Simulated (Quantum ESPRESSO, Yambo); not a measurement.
# NaF (Villiaumite): G0W0 in Yambo against the bands, part 2 of 2

How does the gap of NaF (Villiaumite) converge in the bands?

Yambo 5.3.0; PBE and many-body steps on it, plane waves. Known limits of the many-body steps: not at the basis limit; coarse k mesh.

So far. Step 4 (81 bands): Against the run before, the gap moves by +0.056 eV.

The database entry behind the starting cell differs from later determinations by our own check (0.1 to 0.3 % short, probably kX units), so it need not match the best structure at ambient conditions.

**5. 143 bands**

Level of this step: G0W0 on PBE, plane waves, norm-conserving pseudopotentials (Yambo).

Contents of gw4.in:

```
HF_and_locXC
gw0
dyson
ppa
em1d
rim_cut
RandQpts= 1000000
RandGvec= 1 RL
EXXRLvcs= 76 Ry
VXCRLvcs= 304 Ry
Chimod= "HARTREE"
% BndsRnXp
 1 | 143 |
%
NGsBlkXp= 15.5 Ry
% LongDrXp
 1 | 1 | 1 |
%
% GbndRnge
 1 | 143 |
%
DysSolver= "n"
ExtendOut
PPAPntXp= 27.21138 eV
% QPkrange
 1 | 1 | 7 | 10 |
%
```

The run is started by

```bash
$ OMP_NUM_THREADS=1 mpirun -n 4 yambo -F gw4.in -J gw4 -C gw4 > gw4.log
```

The program printed:

```text
 Yambo, version 5.3.0

 [02] CORE Variables Setup
 =========================

  [... cell, symmetries and grids as in the set-up ...]

  [02.05] Energies & Occupations
  ==============================

  [X] === General ===
  [X] Electronic Temperature                        :  0.000000  0.000000 [eV K]
  [X] Bosonic    Temperature                        :  0.000000  0.000000 [eV K]
  [X] Finite Temperature mode                       : no
  [X] El. density                                   :  0.64901E+24 [cm-3]
[...]
Sx RL components                                 :  1893

   QP @ state[ 1 ] K range                          :  1  1
   QP @ state[ 1 ] b range                          :   7  10
   GF energies kind                                 : Perdew, Burke & Ernzerhof(X)+Perdew, Burke & Ernzerhof(C)
   GF WF`s kind                                     : Perdew, Burke & Ernzerhof(X)+Perdew, Burke & Ernzerhof(C)
   Xs energies kind                                 : Perdew, Burke & Ernzerhof(X)+Perdew, Burke & Ernzerhof(C)
   Xs WF`s kind                                     : Perdew, Burke & Ernzerhof(X)+Perdew, Burke & Ernzerhof(C)

 [11] Game Over & Game summary
```

It took 30 s on 4 MPI ranks of Arm Neoverse V1, shared host; peak memory 1.3 GiB; 1.9 min of CPU time.

This step gave:

| Property | Result |
| --- | --- |
| G0W0 gap on the points computed | 10.52 eV |
| starting gap on the mesh | 6.390 eV |
| k of the valence top | 0, 0, 0 |
| k of the conduction bottom | 0, 0, 0 |
| least direct G0W0 gap on the computed points | 10.52 eV |

Against the run before, the gap moves by +0.089 eV.

**6. 216 bands**

Contents of gw5.in:

```
HF_and_locXC
gw0
dyson
ppa
em1d
rim_cut
RandQpts= 1000000
RandGvec= 1 RL
EXXRLvcs= 76 Ry
VXCRLvcs= 304 Ry
Chimod= "HARTREE"
% BndsRnXp
 1 | 216 |
%
NGsBlkXp= 15.5 Ry
% LongDrXp
 1 | 1 | 1 |
%
% GbndRnge
 1 | 216 |
%
DysSolver= "n"
ExtendOut
PPAPntXp= 27.21138 eV
% QPkrange
 1 | 1 | 7 | 10 |
%
```

The run is started by

```bash
$ OMP_NUM_THREADS=1 mpirun -n 4 yambo -F gw5.in -J gw5 -C gw5 > gw5.log
```

The program printed:

```text
 Yambo, version 5.3.0

 [02] CORE Variables Setup
 =========================

  [... cell, symmetries and grids as in the set-up ...]

  [02.05] Energies & Occupations
  ==============================

  [X] === General ===
  [X] Electronic Temperature                        :  0.000000  0.000000 [eV K]
  [X] Bosonic    Temperature                        :  0.000000  0.000000 [eV K]
  [X] Finite Temperature mode                       : no
  [X] El. density                                   :  0.64901E+24 [cm-3]
[...]
Sx RL components                                 :  1893

   QP @ state[ 1 ] K range                          :  1  1
   QP @ state[ 1 ] b range                          :   7  10
   GF energies kind                                 : Perdew, Burke & Ernzerhof(X)+Perdew, Burke & Ernzerhof(C)
   GF WF`s kind                                     : Perdew, Burke & Ernzerhof(X)+Perdew, Burke & Ernzerhof(C)
   Xs energies kind                                 : Perdew, Burke & Ernzerhof(X)+Perdew, Burke & Ernzerhof(C)
   Xs WF`s kind                                     : Perdew, Burke & Ernzerhof(X)+Perdew, Burke & Ernzerhof(C)

 [11] Game Over & Game summary
```

Run time: 44 s. Hardware: 4 MPI ranks; peak memory 1.5 GiB.

This step gave:

```yaml
g0w0_gap_on_the_points_computed: 10.57 eV
starting_gap_on_the_mesh: 6.390 eV
k_of_the_valence_top: 0, 0, 0
k_of_the_conduction_bottom: 0, 0, 0
least_direct_g0w0_gap_on_the_computed_points: 10.57 eV
```

Against the run before, the gap moves by +0.052 eV.

**7. 298 bands**

Contents of gw6.in:

```
HF_and_locXC
gw0
dyson
ppa
em1d
rim_cut
RandQpts= 1000000
RandGvec= 1 RL
EXXRLvcs= 76 Ry
VXCRLvcs= 304 Ry
Chimod= "HARTREE"
% BndsRnXp
 1 | 298 |
%
NGsBlkXp= 15.5 Ry
% LongDrXp
 1 | 1 | 1 |
%
% GbndRnge
 1 | 298 |
%
DysSolver= "n"
ExtendOut
PPAPntXp= 27.21138 eV
% QPkrange
 1 | 1 | 7 | 10 |
%
```

The run is started by

```bash
$ OMP_NUM_THREADS=1 mpirun -n 4 yambo -F gw6.in -J gw6 -C gw6 > gw6.log
```

The program printed:

```text
 Yambo, version 5.3.0

 [02] CORE Variables Setup
 =========================

  [... cell, symmetries and grids as in the set-up ...]

  [02.05] Energies & Occupations
  ==============================

  [X] === General ===
  [X] Electronic Temperature                        :  0.000000  0.000000 [eV K]
  [X] Bosonic    Temperature                        :  0.000000  0.000000 [eV K]
  [X] Finite Temperature mode                       : no
  [X] El. density                                   :  0.64901E+24 [cm-3]
[...]
Sx RL components                                 :  1893

   QP @ state[ 1 ] K range                          :  1  1
   QP @ state[ 1 ] b range                          :   7  10
   GF energies kind                                 : Perdew, Burke & Ernzerhof(X)+Perdew, Burke & Ernzerhof(C)
   GF WF`s kind                                     : Perdew, Burke & Ernzerhof(X)+Perdew, Burke & Ernzerhof(C)
   Xs energies kind                                 : Perdew, Burke & Ernzerhof(X)+Perdew, Burke & Ernzerhof(C)
   Xs WF`s kind                                     : Perdew, Burke & Ernzerhof(X)+Perdew, Burke & Ernzerhof(C)

 [11] Game Over & Game summary
```

It took 60 s on 4 MPI ranks; peak memory 1.6 GiB.

Numbers from this step:

| Property | Result |
| --- | --- |
| G0W0 gap on the points computed | 10.60 eV |
| starting gap on the mesh | 6.390 eV |
| k of the valence top | 0, 0, 0 |
| k of the conduction bottom | 0, 0, 0 |
| least direct G0W0 gap on the computed points | 10.60 eV |

Against the run before, the gap moves by +0.030 eV.

**8. The runs together**

Times are wall times on 4 MPI ranks of Arm Neoverse V1, shared host, good to a factor of about two.

```csv
run,mesh,bands,screening cutoff (eV),DFT gap (eV),gap on the mesh (eV),direct (eV),time
24 bands,4×4×4,24,210.9,6.390,10.473,10.473,7.1 s
44 bands,4×4×4,44,210.9,6.390,10.372,10.372,11 s
81 bands,4×4×4,81,210.9,6.390,10.429,10.429,18 s
143 bands,4×4×4,143,210.9,6.390,10.518,10.518,30 s
216 bands,4×4×4,216,210.9,6.390,10.570,10.570,44 s
298 bands,4×4×4,298,210.9,6.390,10.600,10.600,60 s
```

**9. Outcome**

* 24 bands: 10.473 eV
* 44 bands: 10.372 eV
* 81 bands: 10.429 eV
* 143 bands: 10.518 eV
* 216 bands: 10.570 eV
* 298 bands: 10.600 eV
* known limits: not at the basis limit; coarse k mesh

What this shows: The setting moved: bands. From 24 bands to 298 bands the gap moves by +0.13 eV, for 8.4 times the time, not steadily: it passes through 10.37 eV. The last step still moves it by +0.030 eV. Bands and screening cutoff are coupled, so a series along one setting does not show full convergence. Bands and cutoff are finite, so the gap is not at the basis limit. The miss can reach some tenths of an eV and take either sign; the mesh is an error of its own. In the G0W0 runs levels were corrected at 1 k point alone, so a gap called «on the mesh» is the least over those, and an edge elsewhere would be missed. The 4×4×4 mesh is coarse for this cell, which bears on the long-range parts of exchange and screening.

[Paths, hosts, dates, memory and timing lines, banners, echoed tables and standing remarks are left out of the program output.]

[Logs are printed without paths, hosts, clocks, repeated set-up lines and the standing remarks that a program may print on its own settings, such as how far it seeks lower states.]

[Runs of the session that timed out or met a known fault of the program may be left out.]

[Hosts, paths, dates, database ids (printed as entryN), source tags and the programs' standing remarks are cut or masked in the printed files.]
